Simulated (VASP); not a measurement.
# Hf (Im-3m) in VASP: notebook

One crystal, Hf, is run at these levels: r2SCAN; tasks: single point.

Program: VASP 6.6.1. These are calculated values, not measurements. Logs are shortened: lines on timing, memory, paths and dates and some standing lists are left out, and cuts for length are marked.

## 1. Starting point

It takes space group Im-3m (No. 229, cubic). Conventional cell: a = 3.610 Å, b = 3.610 Å, c = 3.610 Å, α = 90.00°, β = 90.00°, γ = 90.00°. Hf (site symmetry m-3m) is surrounded by 8 Hf at 3.13 Å.

This isn't the form of Hf at room conditions, which is hcp.

## 2. Single point, r2SCAN

File INCAR:

```
SYSTEM = Hf
ADDGRID = .False.
ALGO = Normal
EDIFF = 1E-7
ENCUT = 350
ISIF = 2
ISMEAR = 1
LASPH = .True.
LCHARG = .False.
LMIXTAU = .True.
LREAL = .False.
LWAVE = .False.
METAGGA = R2SCAN
NELM = 100
PREC = Accurate
SIGMA = 0.15
```

File KPOINTS:

```
k-points
0
Gamma
  13 13 13
  0 0 0
```

File POSCAR:

```
Hf
1.0
   -1.8050000000      1.8050000000      1.8050000000
    1.8050000000     -1.8050000000      1.8050000000
    1.8050000000      1.8050000000     -1.8050000000
Hf
1
Direct
    0.0000000000      0.0000000000      0.0000000000
```

Potentials or basis: VASP PAW PBE potentials, release 64 (Hf).

Command:

```sh
cat potpaw_PBE.64/Hf/POTCAR > POTCAR
mpirun -np 1 vasp_std > vasp.out
```

OUTCAR:

```text
SYSTEM = Hf
   EDIFF = 1E-7
   ENCUT = 350
   ISIF = 2
   ISMEAR = 1
   LASPH = .True.
   LREAL = .False.
   METAGGA = R2SCAN
   NELM = 100
   PREC = Accurate

 Found     84 irreducible k-points:

 Following reciprocal coordinates:
            Coordinates               Weight
  0.000000  0.000000  0.000000      1.000000
  0.076923  0.000000  0.000000     12.000000
  0.153846  0.000000  0.000000     12.000000
  0.230769  0.000000  0.000000     12.000000
  0.307692  0.000000  0.000000     12.000000
  0.384615  0.000000  0.000000     12.000000
   k-points           NKPTS =     84   k-points in BZ     NKDIM =     84   number of bands    NBANDS=      6
   number of dos      NEDOS =    301   number of ions     NIONS =      1
   total plane-waves  NPLWV =   8000
   dimension x,y,z NGX =    20 NGY =   20 NGZ =   20
   dimension x,y,z NGXF=    40 NGYF=   40 NGZF=   40
   ions per type =               1
   NGX,Y,Z   is equivalent  to a cutoff of  10.64, 10.64, 10.64 a.u.
   NGXF,Y,Z  is equivalent  to a cutoff of  21.27, 21.27, 21.27 a.u.
 SYSTEM =  Hf
   PREC   = accura    normal or accurate (medium, high low for compatibility)
   ISTART =      0    job   : 0-new  1-cont  2-samecut
   ICHARG =      2    charge: 1-file 2-atom 10-const
   ISPIN  =      1    spin polarized calculation?
   LNONCOLLINEAR =      F non collinear calculations
   LSORBIT =      F    spin-orbit coupling
   LASPH  =      T    aspherical Exc in radial PAW
   ENCUT  =  350.0 eV  25.72 Ry    5.07 a.u.   4.77  4.77  4.77*2*pi/ulx,y,z
   NELM   =    100;   NELMIN=  2; NELMDL= -5     # of ELM steps
   EDIFF  = 0.1E-06   stopping-criterion for ELM
   LREAL  =      F    real-space projection
[... 7 lines left out ...]
   TEBEG  =    0.0;   TEEND  =   0.0 temperature during run
   PSTRESS=    0.0 pullay stress
   NELECT =       4.0000    total number of electrons
   NUPDOWN=      -1.0000    fix difference up-down
   EMIN   =  10.00;   EMAX   =-10.00  energy-range for DOS
   EFERMI =   0.00;   METHOD = LEGACY
   ISMEAR =     1;   SIGMA  =   0.15  broadening in eV -4-tet -1-fermi 0-gaus
   EFERMI_NEDOS =   21; number of points for ismear=-14 and -15
   IALGO  =     38    algorithm
   IMIX   =      4    mixing-type and parameters
     AMIX     =   0.40;   BMIX     =  1.00
     AMIX_MAG =   1.60;   BMIX_MAG =  1.00
  volume/ion in A,a.u.               =      23.52       158.74
  Fermi-wavevector in a.u.,A,eV,Ry     =   0.906980  1.713943 11.192321  0.822612
  Thomas-Fermi vector in A             =   2.030732
   LORBIT       =      0    0 simple, 1 ext, 2 COOP (PROOUT), +10 PAW based schemes
   METAGGA = R2SCAN    functional components
   LHFCALC =     F    Hartree Fock is set to
   AEXX    =    0.0000 exact exchange contribution
   IVDW    =     0    specifies the selected vdW correction
   LEPSILON=     F    determine dielectric tensor
   LRPA    =     F    only Hartree local field effects (RPA)
 non-spin polarized calculation
 Methfessel and Paxton  Order N= 1 SIGMA  =   0.15
  energy-cutoff  :      350.00
  volume of cell :       23.52
 maximum number of plane-waves:       370
   NGX =  9   NGY =  9   NGZ =  9

 number of electron       4.0000000 magnetization

 Free energy of the ion-electron system (eV)
  ---------------------------------------------------
  ext. energy  EPLUGINS =         0.00000000
  ---------------------------------------------------
  free energy    TOTEN  =       -44.86709907 eV

  energy without entropy =      -44.86587136  energy(sigma->0) =      -44.86668983

 E-fermi :   4.4301     XC(G=0): -11.4422

 val. band max:        4.4286538549   @ k =   0.1538   0.1538   0.0769
 cond. band min:       4.4382763881   @ k =  -0.3846  -0.4615   0.0769
 fundamental gap:      0.0096225332
 Fermi energy:         4.4301378673

 k-point     1 :       0.0000    0.0000    0.0000
  band No.  band energies     occupation
      1      -2.7591      2.00000
      2       6.0973     -0.00000
      3       6.0973     -0.00000
      4       6.0973     -0.00000
      5       8.7522      0.00000
      6       8.7522      0.00000

 k-point     2 :       0.0769    0.0000    0.0000
  band No.  band energies     occupation
      1      -2.5479      2.00000
      2       5.9461     -0.00000
      3       6.0305     -0.00000
      4       6.3030     -0.00000
      5       8.5231      0.00000
      6       8.7506      0.00000

 k-point     3 :       0.1538    0.0000    0.0000
  band No.  band energies     occupation
      1      -1.9424      2.00000
      2       5.5598     -0.00000
      3       5.7268     -0.00000
      4       6.9088     -0.00000
      5       8.2057      0.00000
      6       8.7689      0.00000

 k-point     4 :       0.2308    0.0000    0.0000
  band No.  band energies     occupation
      1      -1.0367      2.00000
      2       5.0791     -0.00000
      3       5.1756     -0.00000
      4       7.8794      0.00000
      5       8.2216      0.00000
      6       8.8566      0.00000

 k-point     5 :       0.3077    0.0000    0.0000
  band No.  band energies     occupation
      1      -0.0292      2.00000
      2       4.6297     -0.06793
      3       4.7274     -0.01694
      4       8.4583      0.00000
      5       9.0426      0.00000
      6       9.1415      0.00000

 k-point     6 :       0.3846    0.0000    0.0000
  band No.  band energies     occupation
      1       0.7491      2.00000
      2       4.2934      2.02680
      3       4.7338     -0.01475
      4       8.6420      0.00000
      5       9.2956      0.00000
      6      10.5328      0.00000

 [... further k-points ...]
[... 5 lines left out ...]
  --------------------------------------------------------------------------------------
  -------------------------------------------------------------------------------------
  Total       -1.1598194     -1.1598194     -1.1598194     -0.0000000      0.0000000      0.0000000
  in kB      -78.9967725    -78.9967725    -78.9967725     -0.0000000      0.0000000      0.0000000
  external PRESSURE =     -78.9967725 kB  Pullay stress =       0.0000000 kB

 VOLUME and BASIS-vectors are now :
 -----------------------------------------------------------------------------
  energy-cutoff  :      350.00
  volume of cell :       23.52
      direct lattice vectors                 reciprocal lattice vectors
    -1.805000000  1.805000000  1.805000000     0.000000000  0.277008310  0.277008310
     1.805000000 -1.805000000  1.805000000     0.277008310  0.000000000  0.277008310
     1.805000000  1.805000000 -1.805000000     0.277008310  0.277008310  0.000000000

 POSITION                                       TOTAL-FORCE (eV/Angst)
 -----------------------------------------------------------------------------------
      0.00000      0.00000      0.00000        -0.000000     -0.000000     -0.000000
 -----------------------------------------------------------------------------------
    total drift:                                0.000000      0.000000     -0.000000

  FREE ENERGIE OF THE ION-ELECTRON SYSTEM (eV)
  ---------------------------------------------------
  free  energy   TOTEN  =       -44.8670990689 eV

  energy  without entropy=      -44.8658713554  energy(sigma->0) =      -44.86668983
```

Wall time 42 s (1 thread of Intel Xeon Platinum 8488C (Sapphire Rapids), shared host); peak memory 0.12 GiB.

The run converged, but some of its settings lie outside the range that counts as converged, so its numbers aren't taken as properties of the crystal.

What came out:

| Property | Result |
| --- | --- |
| Free energy | -44.8671 eV |
| Pressure | -7.9 GPa |
| Band gap on the k mesh | none (metal or under the smearing width) |

Caveat: the PAW data sets were made with another functional, which shifts forces and pressure a little.

## 3. Single point, r2SCAN

INCAR, as its differences from that of step 2:

```diff
@@ -4,3 +4,3 @@
 EDIFF = 1E-7
-ENCUT = 350
+ENCUT = 500
 ISIF = 2
```

File KPOINTS:

```
k-points
0
Gamma
  11 11 11
  0 0 0
```

POSCAR is that of step 2.

Potentials or basis: VASP PAW PBE potentials, release 64 (Hf).

Command:

```sh
cat potpaw_PBE.64/Hf/POTCAR > POTCAR
mpirun -np 1 vasp_std > vasp.out
```

OUTCAR:

```text
SYSTEM = Hf
   EDIFF = 1E-7
   ENCUT = 500
   ISIF = 2
   ISMEAR = 1
   LASPH = .True.
   LREAL = .False.
   METAGGA = R2SCAN
   NELM = 100
   PREC = Accurate

 Found     56 irreducible k-points:

 Following reciprocal coordinates:
            Coordinates               Weight
  0.000000  0.000000  0.000000      1.000000
  0.090909  0.000000  0.000000     12.000000
  0.181818  0.000000  0.000000     12.000000
  0.272727  0.000000  0.000000     12.000000
  0.363636  0.000000  0.000000     12.000000
  0.454545  0.000000  0.000000     12.000000
   k-points           NKPTS =     56   k-points in BZ     NKDIM =     56   number of bands    NBANDS=      6
   number of dos      NEDOS =    301   number of ions     NIONS =      1
   total plane-waves  NPLWV =  13824
   dimension x,y,z NGX =    24 NGY =   24 NGZ =   24
   dimension x,y,z NGXF=    48 NGYF=   48 NGZF=   48
   ions per type =               1
   NGX,Y,Z   is equivalent  to a cutoff of  12.76, 12.76, 12.76 a.u.
   NGXF,Y,Z  is equivalent  to a cutoff of  25.52, 25.52, 25.52 a.u.
 SYSTEM =  Hf
   PREC   = accura    normal or accurate (medium, high low for compatibility)
   ISTART =      0    job   : 0-new  1-cont  2-samecut
   ICHARG =      2    charge: 1-file 2-atom 10-const
   ISPIN  =      1    spin polarized calculation?
   LNONCOLLINEAR =      F non collinear calculations
   LSORBIT =      F    spin-orbit coupling
   LASPH  =      T    aspherical Exc in radial PAW
   ENCUT  =  500.0 eV  36.75 Ry    6.06 a.u.   5.70  5.70  5.70*2*pi/ulx,y,z
   NELM   =    100;   NELMIN=  2; NELMDL= -5     # of ELM steps
   EDIFF  = 0.1E-06   stopping-criterion for ELM
   LREAL  =      F    real-space projection
[... 7 lines left out ...]
   TEBEG  =    0.0;   TEEND  =   0.0 temperature during run
   PSTRESS=    0.0 pullay stress
   NELECT =       4.0000    total number of electrons
   NUPDOWN=      -1.0000    fix difference up-down
   EMIN   =  10.00;   EMAX   =-10.00  energy-range for DOS
   EFERMI =   0.00;   METHOD = LEGACY
   ISMEAR =     1;   SIGMA  =   0.15  broadening in eV -4-tet -1-fermi 0-gaus
   EFERMI_NEDOS =   21; number of points for ismear=-14 and -15
   IALGO  =     38    algorithm
   IMIX   =      4    mixing-type and parameters
     AMIX     =   0.40;   BMIX     =  1.00
     AMIX_MAG =   1.60;   BMIX_MAG =  1.00
  volume/ion in A,a.u.               =      23.52       158.74
  Fermi-wavevector in a.u.,A,eV,Ry     =   0.906980  1.713943 11.192321  0.822612
  Thomas-Fermi vector in A             =   2.030732
   LORBIT       =      0    0 simple, 1 ext, 2 COOP (PROOUT), +10 PAW based schemes
   METAGGA = R2SCAN    functional components
   LHFCALC =     F    Hartree Fock is set to
   AEXX    =    0.0000 exact exchange contribution
   IVDW    =     0    specifies the selected vdW correction
   LEPSILON=     F    determine dielectric tensor
   LRPA    =     F    only Hartree local field effects (RPA)
 non-spin polarized calculation
 Methfessel and Paxton  Order N= 1 SIGMA  =   0.15
  energy-cutoff  :      500.00
  volume of cell :       23.52
 maximum number of plane-waves:       612
   NGX = 11   NGY = 11   NGZ = 11

 number of electron       4.0000000 magnetization

 Free energy of the ion-electron system (eV)
  ---------------------------------------------------
  ext. energy  EPLUGINS =         0.00000000
  ---------------------------------------------------
  free energy    TOTEN  =       -44.86393126 eV

  energy without entropy =      -44.86086713  energy(sigma->0) =      -44.86290988

 E-fermi :   4.4363     XC(G=0): -11.4419

 val. band max:        4.4084529592   @ k =  -0.4545   0.4545   0.0909
 cond. band min:       4.4504267136   @ k =   0.3636   0.1818   0.0000
 fundamental gap:      0.0419737543
 Fermi energy:         4.4362699527

 k-point     1 :       0.0000    0.0000    0.0000
  band No.  band energies     occupation
      1      -2.7575      2.00000
      2       6.0973     -0.00000
      3       6.0973     -0.00000
      4       6.0973     -0.00000
      5       8.7456      0.00000
      6       8.7456      0.00000

 k-point     2 :       0.0909    0.0000    0.0000
  band No.  band energies     occupation
      1      -2.4639      2.00000
      2       5.8894     -0.00000
      3       5.9976     -0.00000
      4       6.3837     -0.00000
      5       8.4467      0.00000
      6       8.7441      0.00000

 k-point     3 :       0.1818    0.0000    0.0000
  band No.  band energies     occupation
      1      -1.6388      2.00000
      2       5.3884     -0.00000
      3       5.5408     -0.00000
      4       7.2214     -0.00000
      5       8.1644      0.00000
      6       8.7836      0.00000

 k-point     4 :       0.2727    0.0000    0.0000
  band No.  band energies     occupation
      1      -0.4800      2.00000
      2       4.8241     -0.00157
      3       4.8904     -0.00016
      4       8.3362      0.00000
      5       8.5372      0.00000
      6       8.9394      0.00000

 k-point     5 :       0.3636    0.0000    0.0000
  band No.  band energies     occupation
      1       0.5798      2.00000
      2       4.3710      1.66476
      3       4.6776     -0.04534
      4       8.6063      0.00000
      5       9.2181      0.00000
      6      10.1542      0.00000

 k-point     6 :       0.4545    0.0000    0.0000
  band No.  band energies     occupation
      1       1.0674      2.00000
      2       4.1245      2.01231
      3       5.0645     -0.00000
      4       8.6228      0.00000
      5       9.4786      0.00000
      6      11.5578      0.00000

 [... further k-points ...]
[... 5 lines left out ...]
  --------------------------------------------------------------------------------------
  -------------------------------------------------------------------------------------
  Total       -1.1371290     -1.1371290     -1.1371290      0.0000000      0.0000000     -0.0000000
  in kB      -77.4513003    -77.4513003    -77.4513003      0.0000000      0.0000000     -0.0000000
  external PRESSURE =     -77.4513003 kB  Pullay stress =       0.0000000 kB

 VOLUME and BASIS-vectors are now :
 -----------------------------------------------------------------------------
  energy-cutoff  :      500.00
  volume of cell :       23.52
      direct lattice vectors                 reciprocal lattice vectors
    -1.805000000  1.805000000  1.805000000     0.000000000  0.277008310  0.277008310
     1.805000000 -1.805000000  1.805000000     0.277008310  0.000000000  0.277008310
     1.805000000  1.805000000 -1.805000000     0.277008310  0.277008310  0.000000000

 POSITION                                       TOTAL-FORCE (eV/Angst)
 -----------------------------------------------------------------------------------
      0.00000      0.00000      0.00000        -0.000000      0.000000      0.000000
 -----------------------------------------------------------------------------------
    total drift:                                0.000000      0.000000     -0.000000

  FREE ENERGIE OF THE ION-ELECTRON SYSTEM (eV)
  ---------------------------------------------------
  free  energy   TOTEN  =       -44.8639312578 eV

  energy  without entropy=      -44.8608671296  energy(sigma->0) =      -44.86290988
```

stdout:

```text
POSCAR found type information on POSCAR Hf
 POSCAR found :  1 types and       1 ions
 scaLAPACK will be used
 -----------------------------------------------------------------------------
|                                                                             |
|                                                                             |
|     You enforced a specific xc type in the INCAR file but a different       |
|     I HOPE YOU KNOW WHAT YOU ARE DOING!                                     |
|                                                                             |
 -----------------------------------------------------------------------------

 LDA part: xc-table for (None), standard interpolation
 POSCAR, INCAR and KPOINTS ok, starting setup
 FFT: planning ... GRIDC
 FFT: planning ... GRID_SOFT
 FFT: planning ... GRID
 WAVECAR not read
 entering main loop
```

Run time: 34 s. Hardware: 1 thread of Intel Xeon Platinum 8488C (Sapphire Rapids), shared host; peak memory 0.14 GiB.

These settings aren't checked as converged: the numbers below hold their error.

Results:

```yaml
Free_energy: -44.8639 eV
Pressure: -7.7 GPa
Band_gap_on_the_k_mesh: none (metal or under the smearing width)
```

Caveat: the PAW data sets were made with another functional, which shifts forces and pressure a little.

## 4. Single point, r2SCAN

INCAR, as its differences from that of step 3:

```diff
@@ -4,3 +4,3 @@
 EDIFF = 1E-7
-ENCUT = 500
+ENCUT = 400
 ISIF = 2
```

File KPOINTS:

```
k-points
0
Gamma
  13 13 13
  0 0 0
```

POSCAR is that of step 3.

Command:

```sh
cat potpaw_PBE.64/Hf/POTCAR > POTCAR
mpirun -np 1 vasp_std > vasp.out
```

It took 37 s on 1 thread of Intel Xeon Platinum 8488C (Sapphire Rapids), shared host; peak memory 0.13 GiB.

These settings aren't checked as converged: the numbers below hold their error.

Results:

- Free energy: -44.8668 eV
- Pressure: -7.8 GPa
- Band gap on the k mesh: none (metal or under the smearing width)

Caveat: the PAW data sets were made with another functional, which shifts forces and pressure a little.
